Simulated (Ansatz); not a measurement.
Molecular dynamics on a 2×2×2 supercell (16 atoms) of InSb (rocksalt), relaxed with r2SCAN. Forces come from PBE in Ansatz: a Nosé-Hoover thermostat at fixed volume, 200 K, steps of 1.5 fs. Computed, non-magnetic; the trajectory is short and the cell small, so nothing here is a converged average. The structure comes from a prototype and may be hypothetical.

```yaml
crystal:
  lattice:
    - [0.0, 6.0844212426, 6.0844212426]
    - [6.0844212426, 0.0, 6.0844212426]
    - [6.0844212426, 6.0844212426, 0.0]
  atoms:
    - { symbol: In, position: [0.0, 0.0, 0.0] }
    - { symbol: Sb, position: [0.25, 0.25, 0.25] }
    - { symbol: In, position: [0.0, 0.0, 0.5] }
    - { symbol: Sb, position: [0.25, 0.25, 0.75] }
    - { symbol: In, position: [0.0, 0.5, 0.0] }
    - { symbol: Sb, position: [0.25, 0.75, 0.25] }
    - { symbol: In, position: [0.0, 0.5, 0.5] }
    - { symbol: Sb, position: [0.25, 0.75, 0.75] }
    - { symbol: In, position: [0.5, 0.0, 0.0] }
    - { symbol: Sb, position: [0.75, 0.25, 0.25] }
    - { symbol: In, position: [0.5, 0.0, 0.5] }
    - { symbol: Sb, position: [0.75, 0.25, 0.75] }
    - { symbol: In, position: [0.5, 0.5, 0.0] }
    - { symbol: Sb, position: [0.75, 0.75, 0.25] }
    - { symbol: In, position: [0.5, 0.5, 0.5] }
    - { symbol: Sb, position: [0.75, 0.75, 0.75] }
kpoints:
  mp_grid: { grid: [2, 2, 2] }
hamiltonian:
  xc: pbe
scf:
  occupations: { method: fermi_dirac, width: 0.02 }
md:
  ensemble: nvt_nose_hoover
  temperature: 200
  timestep: 1.5
  n_steps: 40
  initial_velocities: maxwell_boltzmann
  seed: 6893
```

Run as `ansatz run input.yaml --threads 4 --pin off --max-ram 3686MiB --backend cpu --events-out ev --progress --plain --runs-dir out`.

Q: What wall time did it need on 4 threads of Arm Neoverse V2, with other jobs on the host, and how much host memory at the peak?

A: About 2.7 min, with a peak of 1.9 GiB.

Q: How do temperature and energy develop?

A: The temperature goes from 200 K to 266 K in 60 fs. The free energy ends below that of the starting lattice, which is therefore no minimum: the cell is distorting and heats up. By the last step the atoms have moved 0.13 Å in the root mean square, the drift of the whole cell taken out, 0.22 Å at most.

| step | t (fs) | T (K) | free energy F from step 0 (meV/atom) | kinetic energy (meV/atom) | largest force (eV/Å) |
| --- | --- | --- | --- | --- | --- |
| 0 | 0 | 200 | 0.0 | 24.2 | 0.00 |
| 1 | 1.5 | 200 | 0.0 | 24.3 | 0.05 |
| 2 | 3 | 201 | -0.1 | 24.3 | 0.10 |
| 3 | 4.5 | 201 | -0.2 | 24.4 | 0.15 |
| 4 | 6 | 203 | -0.3 | 24.5 | 0.20 |
| 5 | 7.5 | 204 | -0.5 | 24.7 | 0.24 |
| 6 | 9 | 206 | -0.7 | 24.9 | 0.28 |
| 7 | 10.5 | 207 | -0.9 | 25.1 | 0.32 |
| 8 | 12 | 210 | -1.2 | 25.4 | 0.36 |
| 9 | 13.5 | 212 | -1.5 | 25.7 | 0.39 |
| 10 | 15 | 214 | -1.8 | 26.0 | 0.41 |
| 11 | 16.5 | 217 | -2.1 | 26.3 | 0.44 |
| 12 | 18 | 220 | -2.4 | 26.7 | 0.46 |
| 13 | 19.5 | 223 | -2.8 | 27.0 | 0.47 |
| 14 | 21 | 226 | -3.2 | 27.4 | 0.48 |
| 15 | 22.5 | 229 | -3.5 | 27.7 | 0.49 |
| 16 | 24 | 232 | -3.9 | 28.1 | 0.50 |
| 17 | 25.5 | 235 | -4.3 | 28.5 | 0.50 |
| 18 | 27 | 238 | -4.7 | 28.9 | 0.50 |
| 19 | 28.5 | 241 | -5.1 | 29.2 | 0.50 |
| 20 | 30 | 244 | -5.5 | 29.6 | 0.50 |
| 21 | 31.5 | 247 | -5.8 | 29.9 | 0.50 |
| 22 | 33 | 250 | -6.2 | 30.3 | 0.49 |
| 23 | 34.5 | 252 | -6.5 | 30.6 | 0.48 |
| 24 | 36 | 255 | -6.9 | 30.9 | 0.48 |
| 25 | 37.5 | 257 | -7.2 | 31.1 | 0.47 |
| 26 | 39 | 259 | -7.5 | 31.4 | 0.46 |
| 27 | 40.5 | 261 | -7.8 | 31.6 | 0.45 |
| 28 | 42 | 262 | -8.0 | 31.8 | 0.43 |
| 29 | 43.5 | 264 | -8.2 | 32.0 | 0.43 |
| 30 | 45 | 265 | -8.5 | 32.1 | 0.44 |
| 31 | 46.5 | 266 | -8.7 | 32.3 | 0.46 |
| 32 | 48 | 267 | -8.8 | 32.3 | 0.48 |
| 33 | 49.5 | 267 | -9.0 | 32.4 | 0.50 |
| 34 | 51 | 268 | -9.1 | 32.5 | 0.51 |
| 35 | 52.5 | 268 | -9.2 | 32.5 | 0.53 |
| 36 | 54 | 268 | -9.3 | 32.5 | 0.55 |
| 37 | 55.5 | 268 | -9.4 | 32.4 | 0.56 |
| 38 | 57 | 267 | -9.4 | 32.4 | 0.58 |
| 39 | 58.5 | 267 | -9.5 | 32.3 | 0.60 |
| 40 | 60 | 266 | -9.5 | 32.2 | 0.61 |

Positions (Å) and forces (eV/Å) at step 40:
```
In  -0.077  -0.008   0.073     0.076   0.050  -0.516
Sb   3.244   3.006   3.080     0.010  -0.052  -0.077
In   3.092   2.967   0.074    -0.527   0.078  -0.077
Sb   6.183   6.065   2.935     0.014  -0.017   0.175
In   3.067   0.001   2.918     0.213  -0.006   0.479
Sb   5.989   3.088   6.070    -0.108   0.204   0.207
In   6.103   3.032   3.019     0.440  -0.007  -0.016
Sb   9.147   6.257   6.212    -0.047   0.248   0.103
In   0.043   3.096   3.078    -0.091  -0.081  -0.286
Sb   3.031   5.991   6.131    -0.270  -0.176  -0.518
In   3.140   6.020   3.058     0.004   0.196   0.207
Sb   5.952   9.068   6.044     0.075  -0.160   0.003
In   2.898   3.095   6.112     0.174  -0.082   0.013
Sb   6.069   6.102   9.073    -0.148   0.037   0.038
In   5.981   6.092   6.002     0.285  -0.081   0.068
Sb   9.145   9.136   9.133    -0.101  -0.151   0.197
```
